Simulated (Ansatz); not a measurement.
# Fe: magnetic orders on spinors

Which arrangement of moments is lowest in this cell of Fe? The runs shown use LAPW. Companion runs by PAW are cited. Its runs: parallel moments on spinors (LAPW); moments marked - in +- held at 20 degrees to the others (LAPW); moments marked - in +- held at 130 degrees to the others (LAPW); moments start +- on spinors (LAPW).

Computed with Ansatz 0.2.0 (DFT, PBE, all-electron LAPW, scalar-relativistic, unless a step's input says otherwise).

## 1. The starting structure

The structure is orthorhombic, space group Fmmm (No. 69). Conventional cell: a = 2.997 Å, b = 3.883 Å, c = 3.930 Å, α = 90.00°, β = 90.00°, γ = 90.00°. Around Fe (site symmetry mmm) lie 12 Fe at 2.45 to 2.76 Å.

Coordinates:

```
Fe
1.0
     0.00000   -1.94174    1.96511
     0.00000    1.94174    1.96511
    -2.99688    0.00000    0.00000
Fe
2
Direct
  0.00000 0.00000 0.00000
  0.50000 0.50000 0.50000
```

In patterns such as +-, the signs follow the magnetic atoms in the order of the input.

Atoms are numbered in the order of the input: Fe1, Fe2.

## 2. Parallel moments on spinors, LAPW

input.yaml reads:

```yaml
crystal:
  lattice:
    - [0.0, -1.9417396906, 1.9651051623]
    - [0.0, 1.9417396906, 1.9651051623]
    - [-2.9968794198, 0.0, 0.0]
  atoms:
    - { symbol: Fe, position: [0.0, 0.0, 0.0], spin: 2.2, spin_axis: [0.0, 0.0, 1.0] }
    - { symbol: Fe, position: [0.5, 0.5, 0.5], spin: 2.2, spin_axis: [0.0, 0.0, 1.0] }
magnetization:
  noncollinear: true
kpoints:
  mp_grid: { grid: [9, 9, 9] }
scf:
  occupations: { method: fermi_dirac, width: 0.1 }
  lower_state_search: "off"
hamiltonian:
  xc: pbe
  pseudopotentials: { kind: all_electron, lapw: { basis_error: 0.001 } }
output:
  eigenvalues: false
```

Launch:

```
ansatz run input.yaml --threads 2 --pin off --max-ram 4096MiB --backend cpu --events-out ev --progress --plain --runs-dir out
```

The runs that follow: Moments marked - in +- held at 20 degrees to the others, LAPW; Moments marked - in +- held at 130 degrees to the others, LAPW; Moments start +- on spinors, LAPW.

Before running it: what results should come out? Wanted: lowest (for each run or level that gives them).

As calculated:

```
     quantity                                                                    value
lowest (LAPW)  parallel moments on spinors, 0.0 meV a magnetic atom from the reference
 lowest (PAW)  parallel moments on spinors, 0.0 meV a magnetic atom from the reference
```

By LAPW the lowest run is «parallel moments on spinors», 5.4 meV a magnetic atom under «moments marked - in +- held at 20 degrees to the others». By PAW the lowest run is «parallel moments on spinors», 5.5 meV a magnetic atom under «moments marked - in +- held at 20 degrees to the others». A run can end in another pattern than it began with. Only this cell's orders were tried, so longer waves of spin are out of reach. Other magnetic orders may lie lower; this is the state that the run reached. The k mesh (9×9×9) wasn't tested for convergence.
